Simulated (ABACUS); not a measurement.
Crystal: W.

```
CELL_PARAMETERS angstrom
-1.58234 1.58234 1.58234
1.58234 -1.58234 1.58234
1.58234 1.58234 -1.58234
ATOMIC_POSITIONS crystal
W 0.00000 0.00000 0.00000
```

```yaml
Program: ABACUS 3.10.1
Task: single point
Functional: PBEsol
Potentials_or_basis: PseudoDojo NC SR 0.4.1 PBEsol standard
Cutoff: 1007 eV
Density_cutoff: 4027 eV
Basis: plane waves
k_mesh: 12 × 12 × 12
Occupations: fermi-dirac, width 0.05 eV
Spin: no spin polarisation
```

On this cell: pressure -2.8 GPa; band gap on the k mesh none (metal or under the smearing width).

The same run follows on a disturbed copy (cell strained at random at fixed volume):

```
W
1.0
    -1.54480    1.61508    1.63102
     1.57115   -1.54525    1.58754
     1.54570    1.54614   -1.56120
W
1
Cartesian
  0.0307 0.0413 -0.0058
```

**Question.** What changes?

**Answer.** The energy (extrapolated to zero smearing) moves by +22.1 meV/atom; pressure -2.6 GPa; band gap on the k mesh none (metal or under the smearing width).

Stress tensor (GPa, compression positive):
```
 3.06  0.61 -2.03
 0.61 -2.66 -5.94
-2.03 -5.94 -8.05
```
